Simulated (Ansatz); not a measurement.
# ZrS2: the cost of one run

Method: DFT PBE, scalar-relativistic, plane waves, PAW, in Ansatz 0.2.0.

2 further runs of the same task are left out: 2 set aside as unsound or not needed.

## 1. The structure to begin with

It takes space group P-3m1 (No. 164, trigonal). Conventional cell: a = 3.685 Å, b = 3.685 Å, c = 6.758 Å, α = 90.00°, β = 90.00°, γ = 120.00°. Zr (site symmetry -3m) has 6 S at 2.57 Å as nearest neighbours. Around S (site symmetry 3m) lie 3 Zr at 2.57 Å.

Structure file:

```cif
data_structure
_symmetry_space_group_name_H-M 'P-3m1'
_symmetry_Int_Tables_number 164
_cell_length_a 3.6852
_cell_length_b 3.6852
_cell_length_c 6.7579
_cell_angle_alpha 90.000
_cell_angle_beta 90.000
_cell_angle_gamma 120.000
_cell_volume 79.48
loop_
_atom_site_label
_atom_site_type_symbol
_atom_site_symmetry_multiplicity
_atom_site_Wyckoff_symbol
_atom_site_fract_x
_atom_site_fract_y
_atom_site_fract_z
_atom_site_occupancy
Zr1 Zr 1 a 0.00000 0.00000 0.00000 1
S1 S 2 d 0.66667 0.33333 0.78568 1
```

It goes back to an entry of the Materials Project.

It is the result of an earlier relaxation at this level (volume 26.49 Å³/atom; gap on the mesh: 1.14 eV).

## 2. Bands, states and charges

input.yaml

```yaml
crystal:
  lattice:
    - [3.6852083125, 0.0, 0.0]
    - [-1.8426041562, 3.1914840169, 0.0]
    - [0.0, 0.0, 6.757908237]
  atoms:
    - { symbol: Zr, position: [0.0, 0.0, 0.0] }
    - { symbol: S, position: [0.6666666667, 0.3333333333, 0.7856836137] }
    - { symbol: S, position: [0.3333333333, 0.6666666667, 0.2143163863] }
basis:
  ecutwfc: 420
kpoints:
  mp_grid: { grid: [12, 12, 4] }
  band_path:
    path:
      - [[0.0, 0.0, 0.0], [0.5, 0.0, 0.0], [0.33333333, 0.33333333, 0.0], [0.0, 0.0, 0.0], [0.0, 0.0, 0.5], [0.5, 0.0, 0.5], [0.33333333, 0.33333333, 0.5], [0.0, 0.0, 0.5]]
      - [[0.5, 0.0, 0.5], [0.5, 0.0, 0.0]]
      - [[0.33333333, 0.33333333, 0.5], [0.33333333, 0.33333333, 0.0]]
    npoints: 14
hamiltonian:
  xc: pbe
scf:
  occupations: { method: gaussian, width: 0.02 }
  n_extra_bands: 7
output:
  forces: true
  stress: true
  eigenvalues: true
  populations: true
  dos: { projected: true, de: 0.02, nscf_kmesh: { grid: [18, 18, 6] } }
  bader: true
  write_density: true
  write_potential: true
  elf: true
  volumetric_format: npy
```

The run is started by

```console
ansatz run input.yaml --threads 1 --pin off --max-ram 2560MiB --backend cpu --events-out ev --progress --plain --runs-dir out
```

**Question.** How long does this run take on 1 thread of Intel Xeon 6975P-C (Granite Rapids), shared host, and how much memory does it need?

About 27 s, with a peak of 0.48 GiB.
